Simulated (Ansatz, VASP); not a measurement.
**Two plane-wave programs on C**

Contents of INCAR:

```
PREC     = Accurate       # precision mode
ENCUT    = 520            # plane-wave cutoff, eV
EDIFF    = 1E-6           # SCF threshold, eV
ISMEAR   = 0              # smearing method
SIGMA    = 0.1            # smearing width, eV
LREAL    = F              # projectors in reciprocal space
LASPH    = T              # aspherical terms in the spheres
NELM     = 80             # most SCF steps
ALGO     = Normal         # electronic algorithm
ISIF     = 2              # what is computed and relaxed
LWAVE    = F              # write WAVECAR
LCHARG   = F              # write CHGCAR
GGA      = CA             # functional
NBANDS   = 11             # bands
```

File KPOINTS:

```
regular mesh
0
Gamma
  8 8 8
```

File POSCAR:

```
C
1.0
    0.0000000000      1.7834000000      1.7834000000
    1.7834000000      0.0000000000      1.7834000000
    1.7834000000      1.7834000000      0.0000000000
C
2
Direct
    0.5000000000      0.5000000000      0.5000000000
    0.7500000000      0.7500000000      0.7500000000
```

Input for Ansatz:

```yaml
crystal:
  lattice:
    - [0.0, 1.7834, 1.7834]
    - [1.7834, 0.0, 1.7834]
    - [1.7834, 1.7834, 0.0]
  atoms:
    - { symbol: C, position: [0.5, 0.5, 0.5] }
    - { symbol: C, position: [0.75, 0.75, 0.75] }
basis:
  ecutwfc: 420
kpoints:
  mp_grid: { grid: [8, 8, 8] }
hamiltonian:
  xc: lda
  pseudopotentials: { kind: paw, azcp: { folder: soft_1 } }
scf:
  occupations: { method: gaussian, width: 0.1 }
output:
  forces: true
  stress: true
  eigenvalues: true
```

This isn't the form of C at room conditions, which is graphite.

Alike in both runs: task single point; functional LDA; k mesh 8 × 8 × 8; occupations gaussian, width 0.1 eV; no spin polarisation.

```csv
,VASP,Ansatz
version,VASP 6.6.1,Ansatz 0.2.0
potentials or method,"VASP PAW LDA potentials, release 64 (C)","scalar-relativistic, plane waves, PAW"
plane-wave cutoff (eV),520,420
valence electrons in the cell,8,8
```

```tsv
	VASP	Ansatz	Ansatz less VASP
gap on the k mesh at the Fermi level (eV)	4.10	4.11	+0.008
least direct gap on the mesh (eV)	5.54	5.54	-0.003
pressure (GPa)	-11.7	-13.2	-1.56
```

Ansatz warned: «pseudo_functional_mismatch».
